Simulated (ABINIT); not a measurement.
Crystal: PtS2.

```
Pt S
1.0
     3.54320    0.00000    0.00000
    -1.77160    3.06850    0.00000
     0.00000    0.00000    5.03880
Pt S
1 2
Cartesian
  0.0000 0.0000 0.0000
  1.7716 1.0228 3.8950
  0.0000 2.0457 1.1438
```

```yaml
Program: ABINIT 10.8.3 (patched build)
Task: relaxation of cell and atoms
Functional: PBEsol
Potentials_or_basis: JTH PAW PBE v2.0
Cutoff: 544 eV
k_mesh: 9 × 9 × 5
Occupations: fermi-dirac, width 0.05 eV
Spin: no spin polarisation
```

At the start: pressure 7.5 GPa; volume 18.26 Å³/atom.

Problem. How do energy, volume and symmetry change on relaxing?

Solution. Over 15 steps the energy falls by 31.6 meV/atom and the volume is 17.42 Å³/atom (-4.6 %); space group P-3m1 (No. 164, to 0.05 Å).

Step by step:
| step | energy change (eV) | largest force (eV/Å) | pressure (GPa) | volume (Å³) |
| --- | --- | --- | --- | --- |
| 1 | 0.0000 | 1.0791 | 7.51 | 54.78 |
| 2 | -0.0585 | 0.5752 | 2.73 | 56.05 |
| 3 | -0.0736 | 0.2315 | -0.25 | 56.90 |
| 4 | -0.0756 | 0.1569 | -0.67 | 56.97 |
| 5 | -0.0795 | 0.0133 | -1.04 | 56.87 |
| 6 | -0.0812 | 0.0143 | -0.70 | 56.59 |
| 7 | -0.0819 | 0.0126 | -0.19 | 56.33 |
| 8 | -0.0820 | 0.0283 | -0.03 | 56.24 |
| 9 | -0.0823 | 0.0557 | 0.21 | 56.07 |
| 10 | -0.0830 | 0.1042 | 0.61 | 55.66 |
| 11 | -0.0847 | 0.2161 | 1.86 | 54.17 |
| 12 | -0.0865 | 0.1928 | 1.51 | 54.16 |
| 13 | -0.0940 | 0.0882 | 0.29 | 52.47 |
| 14 | -0.0947 | 0.0078 | -0.12 | 52.44 |
| 15 | -0.0947 | 0.0001 | 0.00 | 52.27 |

Final structure:
```cif
data_structure
_symmetry_space_group_name_H-M 'P 1'
_symmetry_Int_Tables_number 1
_cell_length_a 3.5809
_cell_length_b 3.5809
_cell_length_c 4.7067
_cell_angle_alpha 90.000
_cell_angle_beta 90.000
_cell_angle_gamma 120.000
_cell_volume 52.27
loop_
_atom_site_label
_atom_site_type_symbol
_atom_site_fract_x
_atom_site_fract_y
_atom_site_fract_z
_atom_site_occupancy
Pt1 Pt 0.00000 0.00000 0.00000 1
S1 S 0.66667 0.33333 0.74505 1
S2 S 0.33333 0.66667 0.25495 1
```

Caveat: the PAW data sets were made with another functional, which shifts forces and pressure a little.
